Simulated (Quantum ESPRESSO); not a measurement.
# Si (Fd-3m) in Quantum ESPRESSO: a series of runs, part 2 of 3

Quantum ESPRESSO 7.5. Earlier steps stand in the parts before.

## 3. Wannier functions, LDA

pw.in reads:

```
&CONTROL
  calculation = 'scf'
  prefix = 'pwscf'
  outdir = './tmp'
  pseudo_dir = './pseudo'
  tprnfor = .true.
  tstress = .true.
  disk_io = 'low'
/
&SYSTEM
  ibrav = 0
  nat = 2
  ntyp = 1
  ecutwfc = 32
  nbnd = 9
  occupations = 'smearing'
  smearing = 'fd'
  degauss = 0.00367493
/
&ELECTRONS
  conv_thr = 4d-10
  electron_maxstep = 120
  mixing_beta = 0.5
/
ATOMIC_SPECIES
Si    28.0850 Si.upf
CELL_PARAMETERS angstrom
   0.0000000000    2.7218511865    2.7218511865
   2.7218511865    0.0000000000    2.7218511865
   2.7218511865    2.7218511865    0.0000000000
ATOMIC_POSITIONS crystal
Si     0.5000000000    0.5000000000    0.5000000000
Si     0.7500000000    0.7500000000    0.7500000000
K_POINTS automatic
8 8 8 0 0 0
```

nscf.in reads:

```
&CONTROL
  calculation = 'nscf'
  prefix = 'pwscf'
  outdir = './tmp'
  pseudo_dir = './pseudo'
  disk_io = 'low'
/
&SYSTEM
  ibrav = 0
  nat = 2
  ntyp = 1
  ecutwfc = 32
  nbnd = 16
  occupations = 'smearing'
  smearing = 'fd'
  degauss = 0.00367493
  nosym = .true.
  noinv = .true.
/
&ELECTRONS
  conv_thr = 1d-09
  electron_maxstep = 120
  mixing_beta = 0.5
  diago_full_acc = .true.
/
ATOMIC_SPECIES
Si    28.0850 Si.upf
CELL_PARAMETERS angstrom
   0.0000000000    2.7218511865    2.7218511865
   2.7218511865    0.0000000000    2.7218511865
   2.7218511865    2.7218511865    0.0000000000
ATOMIC_POSITIONS crystal
Si     0.5000000000    0.5000000000    0.5000000000
Si     0.7500000000    0.7500000000    0.7500000000
K_POINTS crystal
125
  0.00000000   0.00000000   0.00000000 8.00000000e-03
  0.00000000   0.00000000   0.20000000 8.00000000e-03
  0.00000000   0.00000000   0.40000000 8.00000000e-03
  0.00000000   0.00000000   0.60000000 8.00000000e-03
  0.00000000   0.00000000   0.80000000 8.00000000e-03
  0.00000000   0.20000000   0.00000000 8.00000000e-03
[... 117 lines left out ...]
  0.80000000   0.80000000   0.60000000 8.00000000e-03
  0.80000000   0.80000000   0.80000000 8.00000000e-03
```

pw2wan.in reads:

```
&INPUTPP
  prefix = 'pwscf'
  outdir = './tmp'
  seedname = 'w'
  write_mmn = .true.
  write_amn = .true.
/
```

bands.in reads:

```
&CONTROL
  calculation = 'bands'
  prefix = 'pwscf'
  outdir = './tmp'
  pseudo_dir = './pseudo'
  disk_io = 'low'
/
&SYSTEM
  ibrav = 0
  nat = 2
  ntyp = 1
  ecutwfc = 32
  nbnd = 16
  occupations = 'smearing'
  smearing = 'fd'
  degauss = 0.00367493
/
&ELECTRONS
  conv_thr = 1d-08
  electron_maxstep = 120
  mixing_beta = 0.5
  diago_full_acc = .true.
/
ATOMIC_SPECIES
Si    28.0850 Si.upf
CELL_PARAMETERS angstrom
   0.0000000000    2.7218511865    2.7218511865
   2.7218511865    0.0000000000    2.7218511865
   2.7218511865    2.7218511865    0.0000000000
ATOMIC_POSITIONS crystal
Si     0.5000000000    0.5000000000    0.5000000000
Si     0.7500000000    0.7500000000    0.7500000000
K_POINTS crystal
77
  0.00000000   0.00000000   0.00000000 1
  0.04166700   0.00000000   0.04166700 1
  0.08333300   0.00000000   0.08333300 1
  0.12500000   0.00000000   0.12500000 1
  0.16666700   0.00000000   0.16666700 1
  0.20833300   0.00000000   0.20833300 1
[... 69 lines left out ...]
  0.53125000   0.06250000   0.53125000 1
  0.50000000   0.00000000   0.50000000 1
```

w.win reads:

```
num_wann = 8
num_bands = 16
guiding_centres = true
dis_froz_max = 9.5
dis_num_iter = 600
dis_mix_ratio = 0.5
dis_conv_tol = 1.0d-9
num_iter = 400
conv_tol = 1.0d-9
conv_window = 4
num_print_cycles = 40
fermi_energy = 6.2313
bands_plot = true
write_hr = true
mp_grid = 5 5 5
begin projections
Si: s;p
end projections
begin unit_cell_cart
ang
  0.0000000000   2.7218511865   2.7218511865
  2.7218511865   0.0000000000   2.7218511865
  2.7218511865   2.7218511865   0.0000000000
end unit_cell_cart
begin atoms_frac
Si   0.5000000000   0.5000000000   0.5000000000
Si   0.7500000000   0.7500000000   0.7500000000
end atoms_frac
begin kpoint_path
G   0.0000000000   0.0000000000   0.0000000000  X   0.5000000000   0.0000000000   0.5000000000
X   0.5000000000   0.0000000000   0.5000000000  W   0.5000000000   0.2500000000   0.7500000000
W   0.5000000000   0.2500000000   0.7500000000  K   0.3750000000   0.3750000000   0.7500000000
K   0.3750000000   0.3750000000   0.7500000000  G   0.0000000000   0.0000000000   0.0000000000
G   0.0000000000   0.0000000000   0.0000000000  L   0.5000000000   0.5000000000   0.5000000000
L   0.5000000000   0.5000000000   0.5000000000  U   0.6250000000   0.2500000000   0.6250000000
U   0.6250000000   0.2500000000   0.6250000000  W   0.5000000000   0.2500000000   0.7500000000
W   0.5000000000   0.2500000000   0.7500000000  L   0.5000000000   0.5000000000   0.5000000000
L   0.5000000000   0.5000000000   0.5000000000  K   0.3750000000   0.3750000000   0.7500000000
U   0.6250000000   0.2500000000   0.6250000000  X   0.5000000000   0.0000000000   0.5000000000
end kpoint_path
bands_num_points = 12
begin kpoints
  0.00000000   0.00000000   0.00000000
  0.00000000   0.00000000   0.20000000
  0.00000000   0.00000000   0.40000000
  0.00000000   0.00000000   0.60000000
  0.00000000   0.00000000   0.80000000
  0.00000000   0.20000000   0.00000000
[... 117 lines left out ...]
  0.80000000   0.80000000   0.60000000
  0.80000000   0.80000000   0.80000000
end kpoints
```

Potentials or basis: PseudoDojo 0.4.1 SR LDA standard.

On the command line:

```
OMP_NUM_THREADS=1 pw.x -in pw.in > pw.out
OMP_NUM_THREADS=1 pw.x -in nscf.in > nscf.out
wannier90.x -pp w
OMP_NUM_THREADS=1 pw2wannier90.x -in pw2wan.in > pw2wan.out
wannier90.x w
OMP_NUM_THREADS=1 pw.x -in bands.in > bands.out
```

pw.out:

```text
This program is part of the open-source Quantum ESPRESSO suite
     for quantum simulation of materials; please cite
[... 9 lines left out ...]
     --------------------
     sticks:   dense  smooth     PW     G-vecs:    dense   smooth      PW
     Sum         463     463    151                 6615     6615    1243

     Using Slab Decomposition

     bravais-lattice index     =            0
     lattice parameter (alat)  =       7.2741  a.u.
     unit-cell volume          =     272.1571 (a.u.)^3
     number of atoms/cell      =            2
     number of atomic types    =            1
     number of electrons       =         8.00
     number of Kohn-Sham states=            9
     kinetic-energy cutoff     =      32.0000  Ry
     charge density cutoff     =     128.0000  Ry
     scf convergence threshold =      4.0E-10
     mixing beta               =       0.5000
     number of iterations used =            8  plain     mixing
     Exchange-correlation= SLA  PW   NOGX NOGC
                           (   1   4   0   0   0   0   0)

     celldm(1)=   7.274083  celldm(2)=   0.000000  celldm(3)=   0.000000
     celldm(4)=   0.000000  celldm(5)=   0.000000  celldm(6)=   0.000000

     crystal axes: (cart. coord. in units of alat)
               a(1) = (   0.000000   0.707107   0.707107 )
               a(2) = (   0.707107   0.000000   0.707107 )
               a(3) = (   0.707107   0.707107   0.000000 )

     reciprocal axes: (cart. coord. in units 2 pi/alat)
               b(1) = ( -0.707107  0.707107  0.707107 )
               b(2) = (  0.707107 -0.707107  0.707107 )
               b(3) = (  0.707107  0.707107 -0.707107 )

     PseudoPot. # 1 for Si read from file:
     Si.upf
     Pseudo is Norm-conserving + core correction, Zval =  4.0
     Generated using ONCVPSP code by D. R. Hamann
     Using radial grid of 1510 points,  6 beta functions with:
                l(1) =   0
                l(2) =   0
                l(3) =   1
                l(4) =   1
                l(5) =   2
                l(6) =   2

     atomic species   valence    mass     pseudopotential
     Si                4.00    28.08500     Si( 1.00)

     48 Sym. Ops., with inversion, found (24 have fractional translation)

   Cartesian axes

     site n.     atom                  positions (alat units)
         1        Si     tau(   1) = (   0.7071068   0.7071068   0.7071068  )
         2        Si     tau(   2) = (   1.0606602   1.0606602   1.0606602  )

     number of k points=    29  Fermi-Dirac smearing, width (Ry)=  0.0037
                       cart. coord. in units 2pi/alat
        k(    1) = (   0.0000000   0.0000000   0.0000000), wk =   0.0039062
        k(    2) = (   0.0883883   0.0883883  -0.0883883), wk =   0.0312500
        k(    3) = (   0.1767767   0.1767767  -0.1767767), wk =   0.0312500
        k(    4) = (   0.2651650   0.2651650  -0.2651650), wk =   0.0312500
        k(    5) = (  -0.3535534  -0.3535534   0.3535534), wk =   0.0156250
        k(    6) = (   0.1767767   0.0000000   0.0000000), wk =   0.0234375
[... 21 lines left out ...]
        k(   28) = (  -0.7071068   0.1767767  -0.0000000), wk =   0.0468750
        k(   29) = (  -0.7071068   0.3535534   0.0000000), wk =   0.0234375

     Dense  grid:     6615 G-vectors     FFT dimensions: (  32,  32,  32)

     Initial potential from superposition of free atoms

     starting charge       7.9989, renormalised to       8.0000
     Starting wfcs are    8 randomized atomic wfcs +    1 random wfcs

     Self-consistent Calculation

     iteration #  1     ecut=    32.00 Ry     beta= 0.50
     Davidson diagonalization with overlap
     ethr =  1.00E-02,  avg # of iterations =  6.1

     Threshold (ethr) on eigenvalues was too large:
     Diagonalizing with lowered threshold

     Davidson diagonalization with overlap
     ethr =  6.91E-04,  avg # of iterations =  1.6

     total energy              =     -17.05018210 Ry
     estimated scf accuracy    <       0.05829146 Ry

     iteration #  2     ecut=    32.00 Ry     beta= 0.50
[... 61 lines left out ...]
    12.4282

          k = 0.2652 0.0884-0.0884 (   842 PWs)   bands (ev):

    -5.2133   2.7250   4.6532   4.7145   8.0458   9.5628  10.3793  10.6418
    13.3020

          k = 0.3536 0.1768-0.1768 (   833 PWs)   bands (ev):

    -4.4039   0.6786   4.1218   4.3875   8.1232   9.5207  10.3846  11.3455
    15.1483

          k =-0.2652-0.4419 0.4419 (   826 PWs)   bands (ev):

    -3.5478  -0.7754   3.6787   4.4123   8.0585   9.4005  10.0279  13.2123
    14.7966

          k =-0.1768-0.3536 0.3536 (   828 PWs)   bands (ev):

    -3.7909  -0.4070   3.4993   4.7069   8.2160   9.5146   9.7964  13.7066
    14.0219

          k =-0.0884-0.2652 0.2652 (   835 PWs)   bands (ev):

    -4.7081   1.3335   3.6517   5.1949   8.5711   9.6001   9.7511  12.1125
    12.4224

          k = 0.0000-0.1768 0.1768 (   837 PWs)   bands (ev):

    -5.4132   3.2625   4.3363   5.6723   8.9020   9.0489   9.2475  11.3495
    12.3044

          k = 0.3536 0.0000 0.0000 (   833 PWs)   bands (ev):

    -4.8754   2.4246   4.0859   4.0859   7.0214   9.0106  11.6471  11.6471
    13.8032

          k = 0.4419 0.0884-0.0884 (   833 PWs)   bands (ev):

    -4.1704   1.0156   3.2980   3.7701   7.2410   8.7776  11.8515  12.1626
    15.9071

          k =-0.1768-0.5303 0.5303 (   830 PWs)   bands (ev):

    -3.2507  -0.4132   2.4314   3.7735   7.4054  10.3293  11.5793  11.8270
    15.9844

          k =-0.0884-0.4419 0.4419 (   833 PWs)   bands (ev):

    -3.0476  -0.6695   1.9739   4.0901   7.7274  11.3103  11.3898  12.8090
    13.8069

          k = 0.0000-0.3536 0.3536 (   837 PWs)   bands (ev):

    -3.9201   0.4823   2.2148   4.6450   8.3306  10.6971  10.9921  11.9454
    12.3972

          k = 0.5303-0.0000 0.0000 (   826 PWs)   bands (ev):

    -3.5725   0.2168   3.3743   3.3743   6.5001   7.4234  13.8922  13.8922
    16.4024

          k =-0.0884-0.6187 0.6187 (   822 PWs)   bands (ev):

    -2.6820  -0.8582   2.5386   3.2988   6.7788   7.8545  14.1328  14.1696
    16.5483

          k = 0.0000-0.5303 0.5303 (   824 PWs)   bands (ev):

    -2.2460  -1.2512   1.6698   3.5549   7.0872  10.0097  13.3381  13.8460
    14.0045

          k =-0.7071 0.0000 0.0000 (   806 PWs)   bands (ev):

    -1.8365  -1.8365   3.1303   3.1303   6.5931   6.5931  15.8730  15.8730
    16.8877

          k = 0.3536 0.1768 0.0000 (   838 PWs)   bands (ev):

    -4.6296   1.6635   3.2546   4.5408   8.3443   9.7527  10.0994  11.3875
    13.6677

          k =-0.2652-0.4419 0.6187 (   829 PWs)   bands (ev):

    -3.7474   0.1244   2.6436   4.0423   8.7635   9.4392  10.8889  11.8219
    14.8840

          k =-0.1768-0.3536 0.5303 (   824 PWs)   bands (ev):

    -3.0992  -0.8137   2.5130   3.8146   8.9357   9.0330  11.7927  12.9861
    13.2359

          k =-0.1768-0.5303 0.7071 (   836 PWs)   bands (ev):

    -3.3751   0.0005   2.6093   3.2156   7.8380   8.5308  11.6216  13.8424
    16.0334

          k =-0.0884-0.4419 0.6187 (   830 PWs)   bands (ev):

    -2.5067  -0.9588   1.9099   3.0139   8.2758  10.1643  11.1435  13.2865
    14.2597

          k = 0.0000-0.3536 0.5303 (   825 PWs)   bands (ev):

    -2.8544  -0.5985   1.7427   3.3884   8.7547  10.4281  11.0810  12.8902
    13.7156

          k =-0.7071 0.1768-0.0000 (   828 PWs)   bands (ev):

    -1.7589  -1.7589   2.5579   2.5579   7.8582   7.8582  13.6927  13.6927
    16.4083

          k =-0.7071 0.3536 0.0000 (   848 PWs)   bands (ev):

    -1.6734  -1.6734   2.1193   2.1193  10.1579  10.1579  10.8645  10.8645
    16.4052

     the Fermi energy is     6.2106 ev

!    total energy              =     -17.04984069 Ry
     estimated scf accuracy    <          8.6E-12 Ry
     smearing contrib. (-TS)   =      -0.00000408 Ry
     internal energy E=F+TS    =     -17.04983662 Ry

     The total energy is F=E-TS. E is the sum of the following terms:
     one-electron contribution =       4.79448394 Ry
     hartree contribution      =       1.10214730 Ry
     xc contribution           =      -6.18980879 Ry
     ewald contribution        =     -16.75665907 Ry

     convergence has been achieved in   7 iterations

     Forces acting on atoms (cartesian axes, Ry/au):

     atom    1 type  1   force =     0.00000000    0.00000000   -0.00000000
     atom    2 type  1   force =    -0.00000000   -0.00000000    0.00000000

     Total force =     0.000000     Total SCF correction =     0.000000

     Computing stress (Cartesian axis) and pressure

          total   stress  (Ry/bohr**3)                   (kbar)     P=      -25.11
  -0.00017067   0.00000000   0.00000000          -25.11        0.00        0.00
   0.00000000  -0.00017067   0.00000000            0.00      -25.11        0.00
   0.00000000   0.00000000  -0.00017067            0.00        0.00      -25.11

=------------------------------------------------------------------------------=
   JOB DONE.
=------------------------------------------------------------------------------=
```

Wall time 24 s (1 thread of AMD EPYC 9R45 (Zen 5), shared host); peak memory 0.09 GiB.

What came out:

```yaml
Free_energy: -231.9749 eV
Pressure: -2.5 GPa
Band_gap_on_the_k_mesh: 0.54 eV, indirect (least direct gap 2.53 eV)
Band_gap_along_the_path: 0.49 eV, indirect (least direct gap 2.53 eV)
Total_Wannier_spread: 18.63 Å² over 8 functions
RMS_miss_of_the_Wannier_bands: 0.065 eV
```

Levels at the corners of the path, in eV from the valence-band top:
```csv
point,band 1,band 2,band 3,band 4,band 5,band 6,band 7,band 8,band 9
Γ,-11.91,0.00,0.00,0.00,2.53,2.53,2.53,3.09,7.65
X,-7.80,-7.80,-2.83,-2.83,0.63,0.63,9.91,9.91,10.93
W,-7.64,-7.64,-3.84,-3.84,4.20,4.20,4.90,4.90,10.44
K,-8.21,-7.21,-4.29,-2.41,1.12,4.05,7.38,7.88,8.04
Γ,-11.91,0.00,0.00,0.00,2.53,2.53,2.53,3.09,7.65
L,-9.60,-6.96,-1.19,-1.19,1.39,3.31,3.31,7.52,10.53
U,-8.21,-7.21,-4.29,-2.41,1.12,4.05,7.38,7.88,8.04
W,-7.64,-7.64,-3.84,-3.84,4.20,4.20,4.90,4.90,10.44
L,-9.60,-6.96,-1.19,-1.19,1.39,3.31,3.31,7.52,10.53
K,-8.21,-7.21,-4.29,-2.41,1.12,4.05,7.38,7.88,8.04
U,-8.21,-7.21,-4.29,-2.41,1.12,4.05,7.38,7.88,8.04
X,-7.80,-7.80,-2.83,-2.83,0.63,0.63,9.91,9.91,10.93
```

Wannier functions:
```csv
function,nearest atom,distance (Å),spread (Å²),on-site energy from the reference level (eV)
1,1 Si,0.00,1.63,-5.79
2,1 Si,0.00,2.56,1.48
3,1 Si,0.00,2.56,1.48
4,1 Si,0.00,2.56,1.48
5,2 Si,0.00,1.63,-5.79
6,2 Si,0.00,2.56,1.48
7,2 Si,0.00,2.56,1.48
8,2 Si,0.00,2.56,1.48
```

Parts of the spread (Å²): invariant 12.05, diagonal 0.137, off-diagonal 6.44, total 18.63. Against the direct bands the interpolation misses by 65 meV (root mean square) and 287 meV at most, for states up to 1 eV over the reference level.

## 4. Single point, optB86b-vdW, 18.95 Å³/atom

Changes to pw.in since step 3:

```diff
@@ -7,3 +7,3 @@
   tstress = .true.
-  disk_io = 'low'
+  disk_io = 'nowf'
 /
@@ -13,4 +13,5 @@
   ntyp = 1
-  ecutwfc = 32
+  ecutwfc = 36
   nbnd = 9
+  input_dft = 'vdw-df-ob86'
   occupations = 'smearing'
@@ -27,5 +28,5 @@
 CELL_PARAMETERS angstrom
-   0.0000000000    2.7218511865    2.7218511865
-   2.7218511865    0.0000000000    2.7218511865
-   2.7218511865    2.7218511865    0.0000000000
+   0.0000000000    2.6662876123    2.6662876123
+   2.6662876123    0.0000000000    2.6662876123
+   2.6662876123    2.6662876123    0.0000000000
 ATOMIC_POSITIONS crystal
```

Potentials or basis: PseudoDojo 0.4.1 SR PBE standard.

On the command line:

```
OMP_NUM_THREADS=1 pw.x -in pw.in > pw.out
```

Wall time 88 s (1 thread of Intel Xeon at 2.70GHz, shared host); peak memory 0.06 GiB.

Results (log left out):

- Free energy: -230.5758 eV
- Pressure: 7.7 GPa
- Band gap on the k mesh: 0.54 eV, indirect (least direct gap 2.61 eV)

Caveat: the potentials were made for another functional, which shifts forces and pressure.

## 5. Single point, optB86b-vdW, 19.36 Å³/atom

Changes to pw.in since step 4:

```diff
@@ -28,5 +28,5 @@
 CELL_PARAMETERS angstrom
-   0.0000000000    2.6662876123    2.6662876123
-   2.6662876123    0.0000000000    2.6662876123
-   2.6662876123    2.6662876123    0.0000000000
+   0.0000000000    2.6850649043    2.6850649043
+   2.6850649043    0.0000000000    2.6850649043
+   2.6850649043    2.6850649043    0.0000000000
 ATOMIC_POSITIONS crystal
```

On the command line:

```
OMP_NUM_THREADS=1 pw.x -in pw.in > pw.out
```

Wall time 88 s (1 thread of Intel Xeon at 2.70GHz, shared host); peak memory 0.06 GiB.

It converged, with:

```yaml
Free_energy: -230.6083 eV
Pressure: 5.2 GPa
Band_gap_on_the_k_mesh: 0.57 eV, indirect (least direct gap 2.60 eV)
```

Caveat: the potentials were made for another functional, which shifts forces and pressure.

## 6. Single point, optB86b-vdW, 19.76 Å³/atom

Changes to pw.in since step 5:

```diff
@@ -28,5 +28,5 @@
 CELL_PARAMETERS angstrom
-   0.0000000000    2.6850649043    2.6850649043
-   2.6850649043    0.0000000000    2.6850649043
-   2.6850649043    2.6850649043    0.0000000000
+   0.0000000000    2.7035831784    2.7035831784
+   2.7035831784    0.0000000000    2.7035831784
+   2.7035831784    2.7035831784    0.0000000000
 ATOMIC_POSITIONS crystal
```

Potentials or basis: PseudoDojo 0.4.1 SR PBE standard.

On the command line:

```
OMP_NUM_THREADS=1 pw.x -in pw.in > pw.out
```

Wall time 93 s (1 thread of Intel Xeon at 2.70GHz, shared host); peak memory 0.06 GiB.

The run converged. Its results:

```
Free energy            : -230.6292 eV
Pressure               : 3.0 GPa
Band gap on the k mesh : 0.60 eV, indirect (least direct gap 2.59 eV)
```

Caveat: the potentials were made for another functional, which shifts forces and pressure.

## 7. Single point, optB86b-vdW, 20.16 Å³/atom

Changes to pw.in since step 6:

```diff
@@ -28,5 +28,5 @@
 CELL_PARAMETERS angstrom
-   0.0000000000    2.7035831784    2.7035831784
-   2.7035831784    0.0000000000    2.7035831784
-   2.7035831784    2.7035831784    0.0000000000
+   0.0000000000    2.7218511865    2.7218511865
+   2.7218511865    0.0000000000    2.7218511865
+   2.7218511865    2.7218511865    0.0000000000
 ATOMIC_POSITIONS crystal
```

On the command line:

```
OMP_NUM_THREADS=1 pw.x -in pw.in > pw.out
```

It took 1.8 min on 1 thread of Intel Xeon at 2.70GHz, shared host; peak memory 0.06 GiB.

The run converged. Its results:

- Free energy: -230.6395 eV
- Pressure: 1.1 GPa
- Band gap on the k mesh: 0.63 eV, indirect (least direct gap 2.58 eV)

Caveat: the potentials were made for another functional, which shifts forces and pressure.

## 8. Single point, optB86b-vdW, 20.57 Å³/atom

Changes to pw.in since step 7:

```diff
@@ -28,5 +28,5 @@
 CELL_PARAMETERS angstrom
-   0.0000000000    2.7218511865    2.7218511865
-   2.7218511865    0.0000000000    2.7218511865
-   2.7218511865    2.7218511865    0.0000000000
+   0.0000000000    2.7398772164    2.7398772164
+   2.7398772164    0.0000000000    2.7398772164
+   2.7398772164    2.7398772164    0.0000000000
 ATOMIC_POSITIONS crystal
```

On the command line:

```
OMP_NUM_THREADS=1 pw.x -in pw.in > pw.out
```

It took 1.8 min on 1 thread of Intel Xeon at 2.70GHz, shared host; peak memory 0.06 GiB.

It converged, with:

```
Free energy            : -230.6403 eV
Pressure               : -0.7 GPa
Band gap on the k mesh : 0.66 eV, indirect (least direct gap 2.57 eV)
```

Caveat: the potentials were made for another functional, which shifts forces and pressure.

## 9. Single point, optB86b-vdW, 20.97 Å³/atom

Changes to pw.in since step 8:

```diff
@@ -28,5 +28,5 @@
 CELL_PARAMETERS angstrom
-   0.0000000000    2.7398772164    2.7398772164
-   2.7398772164    0.0000000000    2.7398772164
-   2.7398772164    2.7398772164    0.0000000000
+   0.0000000000    2.7576691254    2.7576691254
+   2.7576691254    0.0000000000    2.7576691254
+   2.7576691254    2.7576691254    0.0000000000
 ATOMIC_POSITIONS crystal
```

Potentials or basis: PseudoDojo 0.4.1 SR PBE standard.

On the command line:

```
OMP_NUM_THREADS=1 pw.x -in pw.in > pw.out
```

Wall time 95 s (1 thread of Intel Xeon at 2.70GHz, shared host); peak memory 0.06 GiB.

Results (log left out):

```yaml
Free_energy: -230.6326 eV
Pressure: -2.3 GPa
Band_gap_on_the_k_mesh: 0.69 eV, indirect (least direct gap 2.53 eV)
```

Caveat: the potentials were made for another functional, which shifts forces and pressure.

[end of part 2 of 3]
